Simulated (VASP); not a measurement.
Crystal: Ni.

```
CELL_PARAMETERS angstrom
0.00000 1.73757 1.73757
1.73757 0.00000 1.73757
1.73757 1.73757 0.00000
ATOMIC_POSITIONS crystal
Ni 0.00000 0.00000 0.00000
```

Base run:

```yaml
Program: VASP 6.6.1
Functional: TPSS
Potentials_or_basis: VASP PAW PBE potentials, release 64 (Ni)
Cutoff: 520 eV
k_mesh: 13 × 13 × 13
Occupations: fermi-dirac, width 0.05 eV
Spin: collinear spin, ferromagnetic start
Starting_moments: "[1.0] μB"
```

Its results: pressure 0.2 GPa; net moment 0.63 μB per cell; site moments Ni +0.64 μB.

Problem. The run is repeated on the same cell with these changes: functional from TPSS to SCAN. What comes out?

Solution. Pressure -3.5 GPa; net moment 0.70 μB per cell; site moments Ni +0.72 μB.

Caveats: the PAW data sets were made with another functional, which shifts forces and pressure a little.
